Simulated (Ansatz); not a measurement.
# Bi2Se3 (Paraguanajuatite) (R-3m) in Ansatz: equation of state

Aim: energy against volume of Bi2Se3 (Paraguanajuatite) in PBEsol, for its equilibrium volume and stiffness.

Everything below comes from runs of Ansatz 0.2.0. Logs are shortened: lines on timing, memory, paths and dates and some standing lists are left out, and cuts for length are marked.

## Step 1: Starting point

Symmetry: R-3m, No. 166, trigonal system. Conventional cell: a = 4.143 Å, b = 4.143 Å, c = 28.636 Å, α = 90.00°, β = 90.00°, γ = 120.00°. Bi (site symmetry 3m) has 6 Se at 2.85 to 3.07 Å as nearest neighbours. Se (site symmetry 3m) is surrounded by 3 Bi at 2.85 Å. Se (site symmetry -3m) is surrounded by 6 Bi at 3.07 Å.

## Step 2: Equation of state, PBEsol

Potentials or basis: all-electron LAPW, scalar-relativistic.

No new run: the results of the series are fitted here.

Results:

```
Equilibrium volume                        : 28.24 Å³/atom
Bulk modulus at fixed shape and positions : 64 GPa
Pressure derivative of the bulk modulus   : 4.4
```

Energy against volume, from the lowest point:
| volume (Å³/atom) | energy (meV/atom) |
| --- | --- |
| 26.675 | 19.05 |
| 27.243 | 7.37 |
| 27.810 | 1.21 |
| 28.378 | 0.00 |
| 28.946 | 3.20 |
| 29.513 | 10.40 |
| 30.081 | 21.15 |

Caveat: the cell was scaled at fixed shape and fractional positions, which overstates the stiffness of a crystal with free parameters, most of all of layers and chains.
